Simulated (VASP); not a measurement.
# Si (I4_1/amd) in VASP: notebook, part 2 of 2

VASP 6.6.1. Earlier steps stand in the parts before.

## Step 3: Single point, PBE

Contents of INCAR:

```
PREC     = Accurate       # precision mode
ENCUT    = 450            # plane-wave cutoff, eV
EDIFF    = 1E-6           # SCF threshold, eV
ISMEAR   = 0              # smearing method
SIGMA    = 0.02           # smearing width, eV
LREAL    = F              # projectors in reciprocal space
LASPH    = T              # aspherical terms in the spheres
NELM     = 60             # most SCF steps
ALGO     = Fast           # electronic algorithm
ISIF     = 2              # what is computed and relaxed
LWAVE    = F              # write WAVECAR
LCHARG   = F              # write CHGCAR
GGA      = PE             # functional
```

Contents of KPOINTS:

```
regular mesh
0
Gamma
  7 7 7
```

Contents of POSCAR:

```
Si
1.0
   -2.3713723045      2.3713723045      1.3292653899
    2.3713723045     -2.3713723045      1.3292653899
    2.3713723045      2.3713723045     -1.3292653899
Si
2
Direct
    0.5000000000      0.5000000000      0.0000000000
    0.2500000000      0.7500000000      0.5000000000
```

Potentials or basis: VASP PAW PBE potentials, release 64 (Si_GW).

Started as:

```console
$ cat potpaw_PBE.64/Si_GW/POTCAR > POTCAR
$ mpirun -np 1 vasp_std > vasp.out
```

OUTCAR:

```text
PREC = Accurate
   ENCUT = 450
   EDIFF = 1E-6
   ISMEAR = 0
   LREAL = F
   LASPH = T
   NELM = 60
   ISIF = 2
   GGA = PE

 ion  position               nearest neighbor table
   1  0.500  0.500  0.000-   2 2.46   2 2.46   2 2.46   2 2.46   2 3.10   2 3.10   2 3.10   2 3.10

   2  0.250  0.750  0.500-   1 2.46   1 2.46   1 2.46   1 2.46   1 3.10   1 3.10   1 3.10   1 3.10

  LATTYP: Found a body centered tetragonal cell.
 ALAT       =     4.7427446090
 C/A-ratio  =     0.5605468983

  Lattice vectors:

 A1 = (  -2.3713723045,   2.3713723045,   1.3292653899)
 A2 = (   2.3713723045,  -2.3713723045,   1.3292653899)
 A3 = (   2.3713723045,   2.3713723045,  -1.3292653899)

Analysis of symmetry for initial positions (statically):
=====================================================================
 Subroutine PRICEL returns:
 Original cell was already a primitive cell.

 Routine SETGRP: Setting up the symmetry group for a
 body centered tetragonal supercell.

 Subroutine GETGRP returns: Found 16 space group operations
[... 166 lines left out ...]
  free energy    TOTEN  =       -10.29366606 eV

  energy without entropy =      -10.29345643  energy(sigma->0) =      -10.29356124

 E-fermi :   8.9469     XC(G=0): -10.9679

 val. band max:        8.7962703134   @ k =   0.4286   0.4286  -0.0000
 cond. band min:       8.9564507862   @ k =   0.1429   0.0000  -0.0000
 fundamental gap:      0.1601804727
 Fermi energy:         8.9469120607

 k-point     1 :       0.0000    0.0000    0.0000
  band No.  band energies     occupation
      1      -4.9980      2.00000
      2       6.4642      2.00000
      3       6.4642      2.00000
      4       7.1656      2.00000
      5      10.4684      0.00000
      6      16.4346      0.00000
      7      18.0410      0.00000
      8      18.0544      0.00000
[... 243 lines left out ...]
 k-point    24 :      -0.4286    0.4286    0.1429
  band No.  band energies     occupation
      1      -2.4125      2.00000
      2      -0.6345      2.00000
      3       6.4148      2.00000
      4       8.0906      2.00000
      5      13.2087      0.00000
      6      14.5678      0.00000
      7      16.4606      0.00000
      8      16.7913      0.00000

 [... further k-points ...]
[... 5 lines left out ...]
  --------------------------------------------------------------------------------------
  -------------------------------------------------------------------------------------
  Total        0.9840470      0.9840470     -0.1290960      0.0000000      0.0000000      0.0000000
  in kB       52.7296940     52.7296940     -6.9175497      0.0000000      0.0000000      0.0000000
  external PRESSURE =      32.8472795 kB  Pullay stress =       0.0000000 kB

 VOLUME and BASIS-vectors are now :
 -----------------------------------------------------------------------------
  energy-cutoff  :      450.00
  volume of cell :       29.90
      direct lattice vectors                 reciprocal lattice vectors
    -2.371372304  2.371372304  1.329265390     0.000000000  0.210848376  0.376147610
     2.371372304 -2.371372304  1.329265390     0.210848376  0.000000000  0.376147610
     2.371372304  2.371372304 -1.329265390     0.210848376  0.210848376  0.000000000

 POSITION                                       TOTAL-FORCE (eV/Angst)
 -----------------------------------------------------------------------------------
      0.00000      0.00000      1.32927        -0.000000      0.000000      0.000000
      2.37137     -0.00000      0.66463         0.000000     -0.000000     -0.000000
 -----------------------------------------------------------------------------------
    total drift:                                0.000000      0.000000      0.000000

  FREE ENERGIE OF THE ION-ELECTRON SYSTEM (eV)
  ---------------------------------------------------
  free  energy   TOTEN  =       -10.2936660613 eV

  energy  without entropy=      -10.2934564268  energy(sigma->0) =      -10.29356124
```

It took 12 s on 1 thread of Intel Xeon Platinum 8259CL at 2.50GHz (Skylake/Cascade Lake), shared host; peak memory 0.15 GiB.

What came out:

- Free energy: -10.2937 eV
- Pressure: 3.3 GPa
- Band gap on the k mesh: none (metal or under the smearing width)

Stress tensor (GPa, compression positive):
```
 5.27  0.00  0.00
 0.00  5.27  0.00
 0.00  0.00 -0.69
```

Caveat: the k mesh is coarse (spacing up to 0.39 Å⁻¹), so the values aren't converged.

## Step 4: Atomic charges, LDA

Contents of INCAR:

```
  PREC = Accurate
  ENCUT = 520
  EDIFF = 1E-6
  ISMEAR = 0
  SIGMA = 0.02
  LREAL = False
  LASPH = True
  NELM = 100
  ALGO = Normal
  ISIF = 2
  LWAVE = False
  LCHARG = False
  LORBIT = 11
```

Contents of KPOINTS:

```
regular mesh
0
Gamma
  11 11 11
```

POSCAR is that of step 3.

Potentials or basis: VASP PAW LDA potentials, release 64 (Si).

Started as:

```console
$ cat potpaw_LDA.64/Si/POTCAR > POTCAR
$ mpirun -np 1 vasp_std > vasp.out
```

Run time: 19 s. Hardware: 1 thread of Intel Xeon Platinum 8375C at 2.90GHz (Ice Lake), shared host; peak memory 0.15 GiB.

The run converged. Its results:

```
Free energy                                           : -11.4886 eV
Pressure                                              : -0.7 GPa
Band gap on the k mesh                                : none (metal or under the smearing width)
Valence electrons inside the program's atomic spheres : Si 1.64
```

Stress tensor (GPa, compression positive):
```
-0.50  0.00  0.00
 0.00 -0.50  0.00
 0.00  0.00 -1.21
```

Levels at points of the mesh, in eV from the Fermi level:
```tsv
k point	band 2	band 3	band 4	band 5	band 6	band 7
(0.00, 0.00, 0.00)	-2.44	-2.44	-1.80	1.58	7.49	8.99
```

## Step 5: Electron localisation function, LDA

Contents of INCAR:

```
SYSTEM = Si
ALGO = Normal
EDIFF = 1E-6
ENCUT = 520
ISIF = 2
ISMEAR = 0
LASPH = .TRUE.
LCHARG = .TRUE.
LELF = .TRUE.
LREAL = .FALSE.
LWAVE = .FALSE.
NELM = 100
PREC = Accurate
SIGMA = 0.02
```

Contents of KPOINTS:

```
k-points
0
G
  11 11 11
  0 0 0
```

POSCAR is that of step 4.

Started as:

```console
$ cat potpaw_LDA.64/Si/POTCAR > POTCAR
$ mpirun -np 1 vasp_std > vasp.out
```

Wall time 19 s (1 thread of Intel Xeon Platinum 8375C at 2.90GHz (Ice Lake), shared host); peak memory 0.15 GiB.

The run converged. Its results:

```
Free energy            : -11.4886 eV
Pressure               : -0.7 GPa
Band gap on the k mesh : none (metal or under the smearing width)
```

Stress tensor (GPa, compression positive):
```
-0.50  0.00  0.00
 0.00 -0.50  0.00
 0.00  0.00 -1.21
```

Levels at points of the mesh, in eV from the Fermi level:
| k point | band 1 | band 2 | band 3 | band 4 | band 5 | band 6 | band 7 | band 8 |
| --- | --- | --- | --- | --- | --- | --- | --- | --- |
| (0.00, 0.00, 0.00) | -13.87 | -2.44 | -2.44 | -1.80 | 1.58 | 7.49 | 8.99 | 9.02 |

## Step 6: For comparison

An earlier run on the cell as given: functional PBE; potentials or basis VASP PAW PBE potentials, release 64 (Si); cutoff 520 eV; k mesh 11 × 11 × 11; occupations fermi-dirac, width 0.05 eV; no spin polarisation.

- Pressure: 3.1 GPa
- Band gap on the k mesh: none (metal or under the smearing width)

## Step 7: The runs side by side

```csv
task,level,potentials or basis,k mesh,cutoff (eV),smearing,mesh quality,gap on the mesh (eV),pressure (GPa)
single point,PBE,"VASP PAW PBE potentials, release 64 (Si_GW)",5 × 5 × 5,500,gaussian 0.02 eV,coarse,none,4.4
single point,PBE,"VASP PAW PBE potentials, release 64 (Si_GW)",7 × 7 × 7,450,gaussian 0.02 eV,coarse,none,3.3
atomic charges,LDA,"VASP PAW LDA potentials, release 64 (Si)",11 × 11 × 11,520,gaussian 0.02 eV,not flagged,none,-0.7
electron localisation function,LDA,"VASP PAW LDA potentials, release 64 (Si)",11 × 11 × 11,520,gaussian 0.02 eV,not flagged,none,-0.7
single point,PBE,"VASP PAW PBE potentials, release 64 (Si)",11 × 11 × 11,520,fermi-dirac 0.05 eV,not flagged,none,3.1
```

Alike in all rows: no spin polarisation; cell as given.

Caveats: some runs use coarse meshes.

Absolute energies hang on the potentials; compare differences alone.
